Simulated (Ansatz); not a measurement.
The system is BaTiO3.

```
Ba Ti O
1.0
    -3.80268   -0.05658   -0.02182
    -0.02191   -0.03168   -4.13033
    -0.11316   -7.97351   -0.06307
Ba Ti O
2 2 6
Direct
  0.04486 0.90917 0.49511
  0.00815 0.92181 0.02441
  0.45719 0.52057 0.20539
  0.50232 0.47064 0.76225
  0.48144 0.03993 0.24039
  0.45629 0.07298 0.69357
  0.53803 0.54059 0.44980
  0.52906 0.55800 0.03050
  0.98202 0.45740 0.26038
  0.00064 0.50892 0.83819
```

The cell isn't the ideal one: all atoms moved at random, sigma 0.25 Å a component, cell strained at random, sigma 0.06.

```yaml
Program: Ansatz 0.2.0
Task: relaxation of cell and atoms
Functional: revPBE
Potentials_or_basis: Ansatz PAW
Cutoff: "420 eV (not typed: the program's choice for these potentials)"
k_mesh: 7 × 7 × 4
Occupations: fermi-dirac, width 0.05 eV
Spin: no spin polarisation
```

At the start: volume 12.52 Å³/atom.

Question: How do energy, volume and symmetry change on relaxing?

Answer: It ends after 13 steps and the volume is 13.89 Å³/atom (+10.9 %); space group Amm2 (No. 38, to 0.05 Å).

Step by step:
| step | energy change (eV) | largest force (eV/Å) | volume (Å³) |
| --- | --- | --- | --- |
| 1 | 0.0000 | 26.7723 | 125.20 |
| 2 | -7.2312 | 10.4170 | 135.16 |
| 3 | -9.7309 | 3.1836 | 136.95 |
| 4 | -10.5868 | 1.0274 | 137.56 |
| 5 | -10.7303 | 0.0325 | 137.59 |
| 6 | -10.7311 | 0.0081 | 137.50 |
| 7 | -10.7312 | 0.0029 | 137.48 |
| 8 | -10.8000 | 0.0047 | 137.48 |
| 9 | -10.7990 | 0.0236 | 139.03 |
| 10 | -10.7997 | 0.0020 | 138.86 |
| 11 | -10.8042 | 0.0020 | 138.86 |
| 12 | -10.8042 | 0.0007 | 138.89 |
| 13 | -10.8042 | 0.0007 | 138.89 |

Final structure:
```
CELL_PARAMETERS angstrom
-3.96999 -0.00228 -0.00153
-0.00009 -0.02915 -4.18949
0.00163 -8.35125 -0.05621
ATOMIC_POSITIONS crystal
Ba 0.99964 0.98305 0.49198
Ba 0.99966 0.98305 0.99198
Ti 0.49901 0.46572 0.23334
Ti 0.49893 0.46572 0.73334
O 0.50030 0.02958 0.25272
O 0.50032 0.02959 0.75272
O 0.50033 0.50595 0.51421
O 0.50034 0.50595 0.01421
O 0.00071 0.51569 0.25774
O 0.00076 0.51570 0.75774
```

Caveat: the plane-wave basis is chosen anew once the cell has moved, so the energies of steps on either side of that aren't comparable; the pressure holds a Pulay correction of +0.5 GPa for the finite cutoff; the PAW data sets come from PBE, with cores solved anew for the run's functional, which leaves a small shift of forces and pressure.
